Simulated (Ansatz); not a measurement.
Input of an Ansatz 0.2.0 run:

Contents of input.yaml:

```yaml
crystal:
  lattice:
    - [0.0, 1.9465, 1.9465]
    - [1.9465, 0.0, 1.9465]
    - [1.9465, 1.9465, 0.0]
  atoms:
    - { symbol: Pd, position: [0.0, 0.0, 0.0] }
hamiltonian:
  xc: pbe
  pseudopotentials: { kind: nc, accuracy: stringent }
kpoints:
  mp_grid: { grid: [12, 12, 12] }
  band_path:
    path:
      - [[0.0, 0.0, 0.0], [0.5, 0.0, 0.5], [0.5, 0.25, 0.75], [0.375, 0.375, 0.75], [0.0, 0.0, 0.0], [0.5, 0.5, 0.5], [0.625, 0.25, 0.625], [0.5, 0.25, 0.75], [0.5, 0.5, 0.5], [0.375, 0.375, 0.75]]
      - [[0.625, 0.25, 0.625], [0.5, 0.0, 0.5]]
    npoints: 14
scf:
  occupations: { method: fermi_dirac, width: 0.05 }
  n_extra_bands: 6
output:
  forces: true
  stress: true
  eigenvalues: true
  fatbands: false
```

Potentials or basis: PseudoDojo stringent (PBE files).

The run is started by

```bash
$ ansatz run input.yaml --threads 2 --pin off --max-ram 5120MiB --backend cpu --events-out ev --progress --plain --runs-dir out
```

Question: Estimate the pressure.

Answer: 6.8 GPa.

Question: What does it give for the band gap on the k mesh?

Answer: None (metal or under the smearing width).

Levels at the corners of the path, in eV from the Fermi level:
```tsv
point	band 6	band 7	band 8	band 9	band 10	band 11	band 12	band 13
Γ	-2.82	-2.82	-2.82	-1.21	-1.21	17.45	22.20	22.20
X	-5.09	-0.03	0.31	0.31	3.38	10.79	13.31	13.31
W	-3.37	-3.37	-1.30	0.31	8.94	8.94	10.46	11.63
K	-4.14	-1.96	-0.94	-0.14	7.14	8.14	10.86	16.00
Γ	-2.82	-2.82	-2.82	-1.21	-1.21	17.45	22.20	22.20
L	-2.87	-2.87	-0.01	-0.01	1.03	7.34	16.77	21.28
U	-4.14	-1.96	-0.94	-0.14	7.14	8.14	10.86	16.00
W	-3.37	-3.37	-1.30	0.31	8.94	8.94	10.46	11.63
L	-2.87	-2.87	-0.01	-0.01	1.03	7.34	16.77	21.28
K	-4.14	-1.96	-0.94	-0.14	7.14	8.14	10.86	16.00
U	-4.14	-1.96	-0.94	-0.14	7.14	8.14	10.86	16.00
X	-5.09	-0.03	0.31	0.31	3.38	10.79	13.31	13.31
```
